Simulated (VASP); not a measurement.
Crystal: TiO2.

```
CELL_PARAMETERS angstrom
4.59984 0.00000 0.00000
0.00000 4.59984 0.00000
0.00000 0.00000 2.95921
ATOMIC_POSITIONS crystal
Ti 0.00000 0.00000 0.50000
Ti 0.50000 0.50000 0.00000
O 0.30432 0.30432 0.50000
O 0.19568 0.80432 0.00000
O 0.80432 0.19568 0.00000
O 0.69568 0.69568 0.50000
```

The cell is a database's computed one.

| Item | Value |
| --- | --- |
| Program | VASP 6.6.1 |
| Task | relaxation of cell and atoms |
| Functional | vdW-DF2 |
| Potentials or basis | VASP PAW PBE potentials, release 64 (Ti_sv, O) |
| Cutoff | 600 eV |
| k mesh | 6 × 6 × 9 |
| Occupations | fermi-dirac, width 0.05 eV |
| Spin | no spin polarisation |

At the start: pressure 14.2 GPa; volume 10.44 Å³/atom.

Problem. Where does the relaxation end?

Solution. Over 6 steps the energy falls by 27.1 meV/atom and the volume is 11.09 Å³/atom (+6.2 %); space group P4_2/mnm (No. 136, to 0.05 Å).

The path:
```
step  energy change (eV)  largest force (eV/Å)  pressure (GPa)  volume (Å³)
   1              0.0000                0.2162           14.24        62.61
   2              0.0790                0.4463          -13.45        71.40
   3             -0.1587                0.1381           -0.05        66.37
   4             -0.1587                0.1322            0.20        66.29
   5             -0.1621                0.0424            0.08        66.44
   6             -0.1626                0.0045            0.04        66.53
```

Final structure:
```
CELL_PARAMETERS angstrom
4.69924 0.00000 0.00000
0.00000 4.69924 0.00000
0.00000 0.00000 3.01253
ATOMIC_POSITIONS crystal
Ti 0.00000 0.00000 0.50000
Ti 0.50000 0.50000 0.00000
O 0.30488 0.30488 0.50000
O 0.19512 0.80488 0.00000
O 0.80488 0.19512 0.00000
O 0.69512 0.69512 0.50000
```

Caveat: the PAW data sets were made with another functional, which shifts forces and pressure a little.
